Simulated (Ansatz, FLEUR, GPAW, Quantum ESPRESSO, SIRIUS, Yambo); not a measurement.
# Cost and result for the band gap of GaAs

The structure is cubic, space group F-43m (No. 216). Conventional cell: a = 5.654 Å, b = 5.654 Å, c = 5.654 Å, α = 90.00°, β = 90.00°, γ = 90.00°. Around As (site symmetry -43m) lie 4 Ga at 2.45 Å. Ga (site symmetry -43m) has 4 As at 2.45 Å as nearest neighbours.

| rung | level | program and potentials | cutoff (eV) | k mesh | smearing | task | core time | chip | band gap (eV) | notes |
| --- | --- | --- | --- | --- | --- | --- | --- | --- | --- | --- |
| Hartree-Fock | Hartree-Fock on PBEsol | Yambo, PseudoDojo 0.4 SR PBEsol stringent | 1551 | 4 × 4 × 4 | fixed | Hartree-Fock levels | 4.2 s | Arm Neoverse V1 | 6.08 | coarse mesh; 22 valence electrons an atom on average |
| GGA | PBEsol | Ansatz, all-electron LAPW, scalar-relativistic | - | 8 × 8 × 8 | fermi-dirac 0.05 | single point | 15 s | Arm Neoverse V2 | 0.45 | - |
| GGA | PBE | GPAW, PAW data sets generated for this functional | 600 | 8 × 8 × 8 | fermi-dirac 0.05 | band structure | 19 s | Intel Xeon Platinum 8488C Sapphire Rapids | 0.59 | 4 valence electrons an atom on average |
| GGA | PBEsol | Quantum ESPRESSO, GBRV 1.5 PBEsol | 762 | 8 × 8 × 8 | fermi-dirac 0.05 | single point | 42 s | Arm Neoverse V2 | 0.45 | 12 valence electrons an atom on average |
| GGA | PBEsol | SIRIUS, PseudoDojo 0.4.1 PBEsol standard (scalar relativistic) | 1152 | 8 × 8 × 8 | fermi-dirac 0.05 | single point | 44 s | Arm Neoverse V2 | 0.44 | 14 valence electrons an atom on average |
| LDA | LDA | FLEUR, all-electron, FLAPW | - | 8 × 8 × 8 | fermi-dirac 0.05 | band structure | 89 s | Arm Neoverse V2 | 0.28 | - |

Times are single runs on shared hosts and different chips, so they are rough; meshes, cutoffs and the tasks' sizes weigh on the time. All rows: no spin polarisation. Gaps are the least found on the k mesh or the band path, and a mesh can miss the band edges. Smearing widths are in eV. The cell comes from a database and isn't always the measured one. Meshes differ between rows, which moves values too. All levels ran on this one cell, unrelaxed unless noted. Meshes are those of the run's cell of 2 atoms unless a note names another. Misses use the values as printed. Runs on faulty files, with rough fits or with known faults for this quantity aren't shown. No row holds spin-orbit coupling.

Measured: 1.52 eV at 1.2 K (a printed reference work).

Which of the timed runs without a coarse mesh or an atomic basis is the cheapest that comes within 0.3 eV of the measured band gap?

None of them does; the nearest misses by -0.93 eV. LDA and GGA gaps fall short mostly because these functionals lack the derivative discontinuity; the runs are for a static lattice, while measurements hold temperature and zero-point motion; rows without SOC leave out spin-orbit coupling, which moves the band edges where heavy atoms are present.
